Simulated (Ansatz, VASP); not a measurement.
# Two plane-wave programs on Nb

File INCAR:

```
SYSTEM = Nb
PREC = Accurate
ENCUT = 520
EDIFF = 1E-6
ISMEAR = -1
SIGMA = 0.02
LREAL = .False.
LASPH = .True.
NELM = 80
ALGO = Normal
ISIF = 2
LWAVE = .False.
LCHARG = .False.
GGA = PE
NBANDS = 12
```

Contents of KPOINTS:

```
regular mesh
0
Gamma
  10 10 10
  0 0 0
```

The input POSCAR:

```
Nb
1.0
   -1.6521128878      1.6521128878      1.6521128878
    1.6521128878     -1.6521128878      1.6521128878
    1.6521128878      1.6521128878     -1.6521128878
Nb
1
Direct
    0.0000000000      0.0000000000      0.0000000000
```

Input for Ansatz:

```yaml
crystal:
  lattice:
    - [-1.6521128878, 1.6521128878, 1.6521128878]
    - [1.6521128878, -1.6521128878, 1.6521128878]
    - [1.6521128878, 1.6521128878, -1.6521128878]
  atoms:
    - { symbol: Nb, position: [0.0, 0.0, 0.0] }
kpoints:
  mp_grid: { grid: [10, 10, 10] }
  band_path:
    path:
      - [[0.0, 0.0, 0.0], [0.5, -0.5, 0.5], [2.516195000517e-18, -2.516195000517e-18, 0.5], [0.0, 0.0, 0.0], [0.25, 0.25, 0.25], [0.5, -0.5, 0.5]]
      - [[0.25, 0.25, 0.25], [2.516195000517e-18, -2.516195000517e-18, 0.5]]
    npoints: 10
hamiltonian:
  xc: pbe
scf:
  occupations: { method: fermi_dirac, width: 0.02 }
  n_extra_bands: 4
output:
  forces: true
  stress: true
  eigenvalues: true
  write_density: true
  write_potential: true
  elf: true
  volumetric_format: npy
```

Alike in both runs: task single point; functional PBE; k mesh 10 × 10 × 10; occupations fermi-dirac, width 0.02 eV; no spin polarisation.

|  | VASP | Ansatz |
| --- | --- | --- |
| version | VASP 6.6.1 | Ansatz 0.2.0 |
| potentials or method | VASP PAW PBE potentials, release 64 (Nb_sv) | plane waves, PAW |
| plane-wave cutoff (eV) | 520 | 420 |
| valence electrons in the cell | 13 | 13 |

|  | VASP | Ansatz | Ansatz less VASP |
| --- | --- | --- | --- |
| gap on the k mesh at the Fermi level (eV) | none | none | - |
| pressure (GPa) | 1.0 | 1.3 | +0.31 |

A gap of «none» marks a metal or a gap that the smearing closes.
